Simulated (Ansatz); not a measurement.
# Al8HRu8: the cost of one run

Program: Ansatz 0.2.0. Level of theory: DFT PBEsol, scalar-relativistic, plane waves, PAW. These are calculated values, not measurements.

2 further runs of the same task are left out: 2 set aside as unsound or not needed.

### 1 The system as given

Symmetry: Pm-3m, No. 221, cubic system. Conventional cell: a = 2.976 Å, b = 2.976 Å, c = 2.976 Å, α = 90.00°, β = 90.00°, γ = 90.00°. Al (site symmetry m-3m) is surrounded by 8 Ru at 2.58 Å. Around Ru (site symmetry m-3m) lie 8 Al at 2.58 Å.

Coordinates:

```
Al Ru
1.0
     2.97631    0.00000    0.00000
     0.00000    2.97631    0.00000
     0.00000    0.00000    2.97631
Al Ru
1 1
Direct
  0.00000 0.00000 0.00000
  0.50000 0.50000 0.50000
```

It goes back to an entry of the Materials Project, which need not be the stable form.

This cell was relaxed beforehand with the same method: volume 13.18 Å³/atom, gap on the mesh none (metal).

### 2 Relaxing the first end

The supercell's rows are 0 2 0; 0 0 2; 2 0 0 in vectors of the relaxed cell. Atom 17 is the H that will move.

The input, input.yaml:

```yaml
crystal:
  lattice:
    - [0.0, 5.9526289091, 0.0]
    - [0.0, 0.0, 5.9526289091]
    - [5.9526289091, 0.0, 0.0]
  atoms:
    - { symbol: Al, position: [0.5, 0.0, 0.5] }
    - { symbol: Al, position: [0.5, 0.5, 0.5] }
    - { symbol: Al, position: [0.0, 0.0, 0.5] }
    - { symbol: Al, position: [0.0, 0.5, 0.5] }
    - { symbol: Al, position: [0.5, 0.0, 0.0] }
    - { symbol: Al, position: [0.5, 0.5, 0.0] }
    - { symbol: Al, position: [0.0, 0.0, 0.0] }
    - { symbol: Al, position: [0.0, 0.5, 0.0] }
    - { symbol: Ru, position: [0.25, 0.25, 0.25] }
    - { symbol: Ru, position: [0.25, 0.75, 0.25] }
    - { symbol: Ru, position: [0.75, 0.25, 0.25] }
    - { symbol: Ru, position: [0.75, 0.75, 0.25] }
    - { symbol: Ru, position: [0.25, 0.25, 0.75] }
    - { symbol: Ru, position: [0.25, 0.75, 0.75] }
    - { symbol: Ru, position: [0.75, 0.25, 0.75] }
    - { symbol: Ru, position: [0.75, 0.75, 0.75] }
    - { symbol: H, position: [0.1181812659, 0.2489432978, 0.0102409457] }
basis:
  ecutwfc: 420
  xc_grid: 2
kpoints:
  mp_grid: { grid: [4, 4, 4], shift: [0.5, 0.5, 0.5] }
hamiltonian:
  xc: pbesol
scf:
  occupations: { method: gaussian, width: 0.1 }
output:
  forces: true
  stress: false
  eigenvalues: true
relax:
  adjacent_minimum: "off"
  f_tol: 0.02
  max_steps: 60
```

The run is started by

```console
ansatz run input.yaml --threads 4 --pin off --max-ram 10240MiB --backend cpu --events-out ev --progress --plain --runs-dir out
```

**Question.** How long does this run take on 4 threads of Intel Xeon 6975P-C (Granite Rapids), shared host, and how much memory does it need?

About 47 s, with a peak of 1 GiB.
